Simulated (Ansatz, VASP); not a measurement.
MgO in VASP and in Ansatz

File INCAR:

```
SYSTEM = MgO
PREC = Accurate
ENCUT = 520
EDIFF = 1E-6
ISMEAR = 0
SIGMA = 0.05
LREAL = .False.
LASPH = .True.
NELM = 60
ALGO = Normal
ISIF = 2
LWAVE = .False.
LCHARG = .False.
GGA = PE
NBANDS = 11
```

KPOINTS

```
Automatic mesh
0
Gamma
  9 9 8
  0 0 0
```

File POSCAR:

```
MgO
1.0
    2.9380209034      0.0000000000      0.0000000000
   -1.4690104517      2.5444007392      0.0000000000
    0.0000000000      0.0000000000      2.6796800000
Mg O
1 1
Direct
   -0.0863131498      0.2358119107      0.0000000000
    0.3333333333      0.6666666667      0.5000000000
```

Input for Ansatz:

```yaml
crystal:
  lattice:
    - [2.9380209034, 0.0, 0.0]
    - [-1.4690104517, 2.5444007392, 0.0]
    - [0.0, 0.0, 2.67968]
  atoms:
    - { symbol: Mg, position: [-0.0863131498, 0.2358119107, 0.0] }
    - { symbol: O, position: [0.3333333333, 0.6666666667, 0.5] }
basis:
  ecutwfc: 420
kpoints:
  mp_grid: { grid: [9, 9, 8] }
hamiltonian:
  xc: pbe
scf:
  occupations: { method: gaussian, width: 0.05 }
output:
  forces: true
  stress: true
  eigenvalues: true
```

Alike in both runs: task single point; functional PBE; k mesh 9 × 9 × 8; occupations gaussian, width 0.05 eV; no spin polarisation.

```csv
,VASP,Ansatz
version,VASP 6.6.1,Ansatz 0.2.0
potentials or method,"VASP PAW PBE potentials, release 64 (Mg, O)","scalar-relativistic, plane waves, PAW"
plane-wave cutoff (eV),520,420
valence electrons in the cell,8,16
```

```csv
,VASP,Ansatz,Ansatz less VASP
gap on the k mesh at the Fermi level (eV),2.29,2.31,+0.020
least direct gap on the mesh (eV),2.76,2.78,+0.021
pressure (GPa),20.3,20.4,+0.16
largest component of the traceless stress (GPa),10.13,9.97,-0.162
rms of the force components (eV/Å),1.715,1.683,-0.0323
```

Atom by atom the forces differ by 0.032 eV/Å (rms over components). The functional is the same, so the differences come from potentials, cutoffs and numerics. The two sets of potentials don't hold the same shells in valence.

Caveats: so large a pressure means that the cell lies far from this level's equilibrium, or that cutoff or potentials fall short (VASP); an odd mesh through Γ misses points on the zone boundary, where band edges often lie; forces of over 1 eV/Å show positions far from the minimum, so gaps and moduli don't describe the material at rest.
